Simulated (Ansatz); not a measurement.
Input for Ansatz (plane-wave DFT, PAW):

```yaml
crystal:
  lattice:
    - [-3.1398285238, 3.1398285238, 3.1398285238]
    - [3.1398285238, -3.1398285238, 3.1398285238]
    - [3.1398285238, 3.1398285238, -3.1398285238]
  atoms:
    - { symbol: Cs, position: [0.0, 0.0, 0.0] }
basis:
  ecutwfc: 420
kpoints:
  mp_grid: { grid: [10, 10, 10] }
hamiltonian:
  xc: pbe
scf:
  occupations: { method: gaussian, width: 0.1 }
output:
  forces: true
  stress: true
  eigenvalues: true
```

Run as
```bash
ansatz run input.yaml --threads 1 --pin off --max-ram 2560MiB --backend cpu --events-out ev --progress --plain --runs-dir out
```

Method: DFT PBE, scalar-relativistic, plane waves, PAW (Ansatz).

From the run's log, abridged (iterations and final results):

```
SCF iter   1: F=—  HF=-5670.762210 eV  |F-HF|=—  |Δ(HF+E_count)|=         —  Δρ=2.94e-4  dr2=8.25e-5  ethr=1.77e-3  ⟨swp⟩=6.1  Hψ=3462  notcnv=0
SCF iter   2: F=—  HF=-5670.762553 eV  |F-HF|=—  |Δ(HF+E_count)|=   3.43e-4  Δρ=1.82e-4  dr2=5.39e-5  ethr=9.16e-7  ⟨swp⟩=2.8  Hψ=1069  notcnv=0
SCF iter   3: F=—  HF=-5670.762612 eV  |F-HF|=—  |Δ(HF+E_count)|=   5.90e-5  Δρ=4.42e-5  dr2=4.86e-6  ethr=5.99e-7  ⟨swp⟩=2.6  Hψ=631  notcnv=0
SCF iter   4: F=—  HF=-5670.762613 eV  |F-HF|=—  |Δ(HF+E_count)|=   1.09e-6  Δρ=1.56e-5  dr2=1.03e-6  ethr=5.40e-8  ⟨swp⟩=1.5  Hψ=438  notcnv=0
SCF iter   5: F=—  HF=-5670.762614 eV  |F-HF|=—  |Δ(HF+E_count)|=   4.51e-7  Δρ=7.38e-6  dr2=1.12e-7  ethr=1.14e-8  ⟨swp⟩=2.5  Hψ=581  notcnv=0
SCF iter   6: F=-5670.762614 eV  HF=-5670.762614 eV  |F-HF|=2.96e-9  |Δ(HF+E_count)|=   8.15e-8  Δρ=1.61e-6  dr2=2.09e-9  ethr=1.11e-9  ⟨swp⟩=5.6  Hψ=2083  notcnv=0
SCF 1 converged in 6 iterations: F = -5670.762614 eV  dr2 = 2.09e-9
SCF converged after 6 iterations
Free energy (F): -5670.762614 eV
Harris-Foulkes:  -5670.762614 eV  (|F-HF|=2.96e-9)
Internal energy: -5670.753594 eV  (E = F + TS)
E sigma→0 (E₀):  -5670.758104 eV
Entropy (-TS):   -0.009020 eV (-9.020 meV/atom)
Fermi energy:    1.929753 eV
--- Per-component energies (eV) ---
  E_band       = -95.210750
  E_kinetic    = 140.594750
  E_local      = -407.311574  (includes V_loc(G=0)·N_el)
  E_nonlocal   = 30.191937
  E_hartree    = 143.259052
  E_xc         = -172.767422
  E_vxc        = -124.394301  (∫ρ·V_xc dr)
  E_paw        = -5066.748265  (= ΣΔE_a)
  E_vpaw       = -20.809117  (= ΣTr[D̂ρ^β])
  E_aug_tail   = -0.000001  (compensation charges beyond the density's cutoff)
  E_ewald      = -337.972071
  E_smearing   = -0.009020  (= −TS)
--- Forces (eV/Å), atoms counted from 1 ---
  atom   1  Cs     0.00000000     0.00000000     0.00000000
--- Stress (GPa, compression-positive) ---
       -0.098836       0.000000       0.000000
        0.000000      -0.098836       0.000000
        0.000000       0.000000      -0.098836
  P = ⅓ Tr σ = -0.0988 GPa (-0.988 kbar)
--- Band table (eV; the first three rows and the last of 47) ---
  k-point 0: bands = ["-21.9733", "-8.7280", "-8.7280", "-8.7280", "0.3215", "4.3702", "4.3702", "4.3702", "5.1773"]
  k-point 1: bands = ["-21.9729", "-8.7384", "-8.7315", "-8.7280", "0.4241", "4.2579", "4.2645", "4.4708", "5.0168"]
  k-point 2: bands = ["-21.9717", "-8.7654", "-8.7405", "-8.7280", "0.7192", "3.8743", "4.0178", "4.7681", "4.9791"]
  k-point 46: bands = ["-21.9649", "-8.8045", "-8.8045", "-8.8045", "2.6318", "2.6318", "4.7397", "4.7397", "4.7397"]
```

The calculation finished and met its thresholds.

Time: 3.7 s on 1 thread of Arm Neoverse V1, on a shared host, peak memory 0.37 GiB.